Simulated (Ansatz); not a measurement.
SnSe built on the zincblende prototype, relaxed with r2SCAN in the PAW code Ansatz. It is cubic, F-43m (No. 216); conventional cell a = 6.728 Å, 38.07 Å³ an atom. Sn is surrounded by 4 Se at 2.91 Å; Se is surrounded by 4 Sn at 2.91 Å.

The axes x, y and z are those of this cell:
```xyz
2
Lattice="0.0000 3.3640 3.3640 3.3640 0.0000 3.3640 3.3640 3.3640 0.0000" Properties=species:S:1:pos:R:3 pbc="T T T"
Sn    0.0000    0.0000    0.0000
Se    1.6820    1.6820    1.6820
```

Unstrained: HSE06 gives an indirect gap of 0.304 eV, from W to X; the least direct gap is 1.043 eV at X. Meshes: HSE06 4×4×4. Strains are changes of length per length. After each strain the atoms were relaxed again with r2SCAN within the symmetry that the strain leaves, so tilts or polar shifts that break it weren't tested; points keep the names that they have in the unstrained zone. No spin polarisation. The prototype was imposed, so other structures may be more stable.

Q: Apply uniaxial -1.98 % along z, other directions held. How far does the gap move, against the unstrained cell?

A: HSE06: the gap goes from 0.304 to 0.135 eV (-0.169 eV); so small a gap is at the limit of these settings.

Q: Estimate what epitaxial -1.06 % in the plane normal to [111], free normal strain +4.44 % does to the gap.

A: HSE06: the gap goes from 0.304 to 0.472 eV (+0.168 eV).

Spin-orbit coupling is left out, which matters wherever the heavy atoms make up the band edges.

The meshes of the hybrids are coarse, so their gaps aren't converged to the digits shown.
